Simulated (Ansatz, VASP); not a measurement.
# Two plane-wave programs on GaP

```
Ga P
1.0
     0.00000    2.58047    2.58047
     2.58047    0.00000    2.58047
     2.58047    2.58047    0.00000
Ga P
1 1
Direct
  0.00000 0.00000 0.00000
  0.51550 0.51550 0.48450
```

Alike in both runs: task electric field gradients; functional PBE; k mesh 12 × 12 × 12; occupations fermi-dirac, width 0.05 eV; no spin polarisation.

```csv
,VASP,Ansatz
version,VASP 6.6.1,Ansatz 0.2.0
potentials or method,"VASP PAW PBE potentials, release 64 (Ga_d, P)","PAW with Ansatz's default frozen-core files, scalar-relativistic"
plane-wave cutoff (eV),520,420
valence electrons in the cell,18,18
```

|  | VASP | Ansatz | Ansatz less VASP |
| --- | --- | --- | --- |
| pressure (GPa) | 0.3 | 0.2 | -0.07 |
| largest component of the traceless stress (GPa) | 0.67 | 0.68 | +0.005 |
| rms of the force components (eV/Å) | 0.081 | 0.081 | 0.0000 |
| Vzz of the field gradient on the site that differs most (V/Å²) | -1.7 | -1.8 | -0.08 |

Atom by atom the forces differ by 0.000 eV/Å (rms over components). The functional is the same, so the differences come from potentials, cutoffs and numerics.
